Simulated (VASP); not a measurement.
# A VASP 6.6.1 single-point calculation on RbBr

INCAR

```
GGA = PE
ISMEAR = -1
IVDW = 12
SIGMA = 0.02
NELM = 120
ISIF = 2
ENCUT = 520
EDIFF = 0.0001
PREC = Accurate
LWAVE = .FALSE.
LCHARG = .FALSE.
LREAL = .FALSE.
LASPH = .FALSE.
NSW = 0
IBRION = -1
NBANDS = 15
```

KPOINTS

```
KPOINTS created by Atomic Simulation Environment
0
Gamma
6 6 6
0 0 0
```

POSCAR

```
Rb Br
 1.0000000000000000
     0.0000000000000000    4.0242767392000003    4.0242767392000003
     4.0242767392000003    0.0000000000000000    4.0242767392000003
     4.0242767392000003    4.0242767392000003    0.0000000000000000
 Rb  Br
   1   1
Cartesian
  0.0000000000000000  0.0000000000000000  0.0000000000000000
  2.0121383695999997  2.0121383695999997  2.0121383695999997
```

The recommended PBE PAW datasets give the neutral cell 16 valence electrons.

Command

```
mpirun -np 1 vasp_std
```

Question: How does this run end, and what does it give?

Answer: It converged. Results: gap between bands v and c on the k mesh 3.91 eV; least direct gap on the k mesh 3.95 eV; pressure -0.9 GPa. Band v is the last that the valence electrons fill when counted band by band, and c is the next.

OSZICAR

```
N       E                     dE             d eps       ncg     rms          rms(c)
DAV:   1     0.961749969246E+02    0.96175E+02   -0.60057E+03   480   0.858E+02
DAV:   2     0.352952875116E+01   -0.92645E+02   -0.83823E+02   643   0.156E+02
DAV:   3    -0.603847058836E+01   -0.95680E+01   -0.95319E+01   662   0.529E+01
DAV:   4    -0.634902810445E+01   -0.31056E+00   -0.31049E+00   737   0.934E+00
DAV:   5    -0.635099271366E+01   -0.19646E-02   -0.19646E-02   669   0.782E-01    0.254E+00
DAV:   6    -0.594204900503E+01    0.40894E+00   -0.50390E-01   606   0.270E+00    0.160E+00
DAV:   7    -0.587667852298E+01    0.65370E-01   -0.25127E-01   655   0.195E+00    0.892E-01
DAV:   8    -0.589890775183E+01   -0.22229E-01   -0.26124E-02   625   0.833E-01    0.168E-01
DAV:   9    -0.590280214014E+01   -0.38944E-02   -0.48876E-03   550   0.302E-01    0.130E-01
DAV:  10    -0.590459050313E+01   -0.17884E-02   -0.10638E-03   488   0.215E-01    0.288E-02
DAV:  11    -0.590463719556E+01   -0.46692E-04   -0.10885E-04   565   0.532E-02
   1 F= -.61304777E+01 E0= -.61304777E+01  d E =-.400607E-12
```

For comparison, a separate PBE run of the intended cell, on usual settings and not on those above, gives a gap of 3.91 eV on its mesh and a pressure of -0.6 GPa.
